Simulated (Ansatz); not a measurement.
Trial structure of TiAl3, not yet relaxed:

```
Ti Al
1.0
     2.91989    0.00000    0.00000
    -1.45995    2.52870    0.00000
     0.00000    0.00000   14.04918
Ti Al
2 6
Direct
  0.00000 0.00000 0.00000
  0.00000 0.00000 0.50000
  0.33333 0.66667 0.08889
  0.66667 0.33333 0.58889
  0.33333 0.66667 0.41111
  0.66667 0.33333 0.91111
  0.33333 0.66667 0.75000
  0.66667 0.33333 0.25000
```

Level of theory: DFT PBE, scalar-relativistic, plane waves, PAW (Ansatz). Plane waves to 420 eV, a k mesh through Γ of 6×6×2 on the computed 8-atom cell and Gaussian smearing (0.10 eV); no spin polarisation.

Energies over the elements count from the elements' standard structures at the same level, with no fitted energy shifts.

Question: How far from equilibrium is it?

Answer: The pressure is 73.2 GPa (the mean over three directions, positive in compression), the largest force is 9.66 eV/Å, and the energy is +2.11 eV/atom against the elements. The shortest distance is 2.10 Å.

Question: Is it a good guess?

Answer: A poor one: relaxing gains about 2.2 eV/atom (the start's value is from the coarse mesh, so the gain is rough) in 16 ionic steps and ends at −0.09 eV/atom on the finer mesh. The symmetry stays P6_3/mmc (No. 194). The volume per atom grows by 29.2 %, from 13.0 to 16.7 Å³. The shortest distance goes from 2.10 Å (Ti–Al) to 2.82 Å (Ti–Al). The ratio c/a of the conventional cell changes by a factor of 1.30. Conventional cell: a = 2.913 Å, c = 18.229 Å. Around Ti lie 6 Al at 2.82 Å and 6 Ti at 2.91 Å; Al on a site of symmetry 3m has 3 Ti at 2.82 Å and 9 Al at 2.85–2.91 Å; around Al on a site of symmetry -6m2 lie 12 Al at 2.85–2.91 Å.

The last run used a 12×12×2 mesh (in the run's order of axes) for its 8-atom cell and Gaussian smearing of 0.10 eV. The cell is a metal run without spin; a magnetic state may lie lower. The relaxation can't lower the symmetry of the start, and the grade says only how near the guess is to its own end. Symmetry constrained the relaxation, so the result can be a saddle point. Another cell of TiAl3 relaxed alike, in Pm-3m, lies 273 meV/atom lower, so this cell isn't the stable form at this level.
